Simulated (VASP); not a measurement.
# MnS (F-43m) in VASP: notebook, part 2 of 2

VASP 6.6.1. Earlier steps stand in the parts before.

### 5 Relaxation of cell and atoms, PBEsol, collinear spin, ferromagnetic start

INCAR reads:

```
PREC = Accurate
ENCUT = 600
EDIFF = 1E-7
ISMEAR = -1
SIGMA = 0.05
LREAL = F
LASPH = T
NELM = 100
ALGO = Fast
ISIF = 3
LWAVE = F
LCHARG = F
ISPIN = 2
MAGMOM = 4 0
LORBIT = 11
LMAXMIX = 4
GGA = PS
IBRION = 2
NSW = 60
EDIFFG = -0.01
```

KPOINTS reads:

```
regular mesh
0
Gamma
  8 8 8
```

POSCAR reads:

```
MnS
1.0
    0.0000000000      2.4734634191      2.4734634191
    2.4734634191      0.0000000000      2.4734634191
    2.4734634191      2.4734634191      0.0000000000
Mn S
1 1
Direct
    0.0000000000      0.0000000000      0.0000000000
    0.7500000000      0.7500000000      0.7500000000
```

Potentials or basis: VASP PAW PBE potentials, release 64 (Mn_pv, S).

On the command line:

```
$ cat potpaw_PBE.64/Mn_pv/POTCAR potpaw_PBE.64/S/POTCAR > POTCAR
$ mpirun -np 1 vasp_std > vasp.out
```

OUTCAR:

```text
PREC = Accurate
   ENCUT = 600
   EDIFF = 1E-7
   ISMEAR = -1
   LREAL = F
   LASPH = T
   NELM = 100
   ISIF = 3
   ISPIN = 2
   LORBIT = 11
   GGA = PS
   IBRION = 2
   NSW = 60
   EDIFFG = -0.01

 ion  position               nearest neighbor table
   1  0.000  0.000  0.000-   2 2.14   2 2.14   2 2.14   2 2.14
   2  0.750  0.750  0.750-   1 2.14   1 2.14   1 2.14   1 2.14

  LATTYP: Found a face centered cubic cell.
 ALAT       =     4.9469268382

  Lattice vectors:

 A1 = (   0.0000000000,   2.4734634191,   2.4734634191)
 A2 = (   2.4734634191,   0.0000000000,   2.4734634191)
 A3 = (   2.4734634191,   2.4734634191,   0.0000000000)

Analysis of symmetry for initial positions (statically):
=====================================================================
 Subroutine PRICEL returns:
 Original cell was already a primitive cell.

 Routine SETGRP: Setting up the symmetry group for a
 face centered cubic supercell.

 Subroutine GETGRP returns: Found 24 space group operations
 (whereof 24 operations were pure point group operations)
 out of a pool of 48 trial point group operations.

The static configuration has the point symmetry T_d .

Analysis of symmetry for dynamics (positions and initial velocities):
=====================================================================
 Subroutine PRICEL returns:
 Original cell was already a primitive cell.

 Routine SETGRP: Setting up the symmetry group for a
 face centered cubic supercell.

 Subroutine GETGRP returns: Found 24 space group operations
 (whereof 24 operations were pure point group operations)
 out of a pool of 48 trial point group operations.

The dynamic configuration has the point symmetry T_d .

Analysis of structural, dynamic, and magnetic symmetry:
=====================================================================
 Subroutine PRICEL returns:
 Original cell was already a primitive cell.

 Routine SETGRP: Setting up the symmetry group for a
 face centered cubic supercell.

 Subroutine GETGRP returns: Found 24 space group operations
 (whereof 24 operations were pure point group operations)
 out of a pool of 48 trial point group operations.

[... 155 lines left out ...]

  FORCE on cell =-STRESS in cart. coord.  units (eV):
  Direction    XX          YY          ZZ          XY          YZ          ZX
  --------------------------------------------------------------------------------------
  -------------------------------------------------------------------------------------
  Total       -0.5346421     -0.5346421     -0.5346421      0.0000000     -0.0000000      0.0000000
  in kB      -28.3026585    -28.3026585    -28.3026585      0.0000000     -0.0000000      0.0000000
  external PRESSURE =     -28.3026585 kB  Pullay stress =       0.0000000 kB
[... 59 lines left out ...]
--------------------------------------- Ionic step        3  -------------------------------------------

 number of electron      18.9999990 magnetization      -0.2786437

 Free energy of the ion-electron system (eV)
  ---------------------------------------------------
  ext. energy  EPLUGINS =         0.00000000
  ---------------------------------------------------
  free energy    TOTEN  =       -14.79109126 eV

  energy without entropy =      -14.77430126  energy(sigma->0) =      -14.78269626

 E-fermi :   7.5284     XC(G=0): -11.5262

 val. band max:        7.5275667751   @ k =  -0.3750   0.2500   0.0000
 cond. band min:       7.5442909121   @ k =  -0.2500   0.2500   0.0000
 fundamental gap:      0.0167241370
 Fermi energy:         7.5284389939

 spin component 1

 k-point     1 :       0.0000    0.0000    0.0000
  band No.  band energies     occupation
      1     -39.9125      1.00000
      2     -39.9125      1.00000
      3     -39.9125      1.00000
      4      -7.8434      1.00000
      5       2.7936      1.00000
      6       2.7936      1.00000
      7       2.7936      1.00000
      8       6.8980      1.00000
      9       6.8980      1.00000
     10      11.3657      0.00000
     11      11.3909      0.00000
     12      11.3909      0.00000
     13      11.3910      0.00000
     14      15.5330      0.00000
[... 403 lines left out ...]
      4      -6.2783      1.00000
      5       1.2485      1.00000
      6       2.4926      1.00000
      7       3.2465      1.00000
      8       6.4174      1.00000
      9       6.9145      1.00000
     10       7.3988      0.93043
     11       8.7833      0.00000
     12       9.2908      0.00000
     13      14.2361      0.00000
     14      15.5530      0.00000
     15      17.3286      0.00000

 [... further k-points ...]

 spin component 2

 k-point     1 :       0.0000    0.0000    0.0000
  band No.  band energies     occupation
      1     -40.1767      1.00000
      2     -40.1767      1.00000
      3     -40.1767      1.00000
      4      -7.8562      1.00000
      5       2.7259      1.00000
      6       2.7259      1.00000
      7       2.7259      1.00000
      8       6.5913      1.00000
      9       6.5913      1.00000
     10      11.2868      0.00000
     11      11.2868      0.00000
     12      11.2868      0.00000
     13      11.3332      0.00000
     14      15.4693      0.00000
[... 444 lines left out ...]
  FREE ENERGIE OF THE ION-ELECTRON SYSTEM (eV)
  ---------------------------------------------------
  free  energy   TOTEN  =       -14.7910912578 eV

  energy  without entropy=      -14.7743012625  energy(sigma->0) =      -14.78269626

 reached required accuracy - stopping structural energy minimisation

 total charge

# of ion       s       p       d       tot
------------------------------------------
    1        0.365   6.328   5.391  12.084
    2        1.316   2.411   0.000   3.727
--------------------------------------------------
tot          1.681   8.738   5.391  15.811

 magnetization (x)

# of ion       s       p       d       tot
------------------------------------------
    1       -0.008  -0.005  -0.256  -0.268
    2        0.001   0.005   0.000   0.006
--------------------------------------------------
tot         -0.007   0.000  -0.256  -0.262
```

It took 2.7 min on 1 thread of Intel Xeon Platinum 8259CL at 2.50GHz (Skylake/Cascade Lake), shared host; peak memory 0.19 GiB.

What came out:

```
Free energy                                           : -14.7911 eV
Relaxed volume                                        : 14.84 Å³/atom
Relaxed cell                                          : a = 3.475 Å, b = 3.475 Å, c = 3.475 Å, α = 60.00°, β = 60.00°, γ = 60.00°
Space group after relaxing (to 0.05 Å)                : F-43m (No. 216)
Energy gained by relaxing                             : 2.7 meV/atom
Ionic steps                                           : 3
Pressure after relaxing                               : 0.0 GPa
Band gap on the k mesh                                : none (metal or under the smearing width)
Net moment                                            : -0.28 μB per cell
Site moments                                          : Mn -0.27; S +0.01 μB
Valence electrons inside the program's atomic spheres : Mn 12.08; S 3.73
```

Step by step:
```csv
step,energy change (eV),largest force (eV/Å),pressure (GPa),volume (Å³)
1,0.0000,0.0000,-2.83,30.27
2,-0.0001,0.0000,3.04,29.11
3,-0.0053,0.0000,-0.01,29.67
```

Final structure:
```
Mn S
1.0
     0.00000    2.45726    2.45726
     2.45726    0.00000    2.45726
     2.45726    2.45726    0.00000
Mn S
1 1
Direct
  0.00000 0.00000 0.00000
  0.75000 0.75000 0.75000
```

Levels at points of the mesh, in eV from the Fermi level:
Spin up:
| k point | band 7 | band 8 | band 9 | band 10 | band 11 | band 12 |
| --- | --- | --- | --- | --- | --- | --- |
| (0.00, 0.00, 0.00) | -4.73 | -0.63 | -0.63 | 3.84 | 3.86 | 3.86 |
| (0.50, 0.00, 0.00) | -4.43 | -0.38 | -0.38 | -0.28 | 2.04 | 2.04 |
| (0.50, 0.50, 0.00) | -4.05 | -1.78 | -0.05 | 0.08 | 0.31 | 0.31 |
Spin down:
```csv
k point,band 6,band 7,band 8,band 9,band 10,band 11,band 12,band 13,band 14,band 15
"(0.00, 0.00, 0.00)",-4.80,-4.80,-0.94,-0.94,3.76,3.76,3.76,3.80,7.94,7.94
"(0.50, 0.00, 0.00)",-4.50,-4.50,-0.67,-0.67,-0.43,1.92,1.92,5.48,8.67,8.67
"(0.50, 0.50, 0.00)",-4.09,-4.09,-1.89,-0.30,-0.26,0.16,0.16,5.55,6.79,13.30
```

Caveat: the PAW data sets were made with another functional, which shifts forces and pressure a little; the moment fell far below its start of 4 μB, so a state of higher moment may lie lower in energy; semilocal functionals often make such compounds metallic where correlation or magnetic order opens a gap, which also shifts bond lengths.
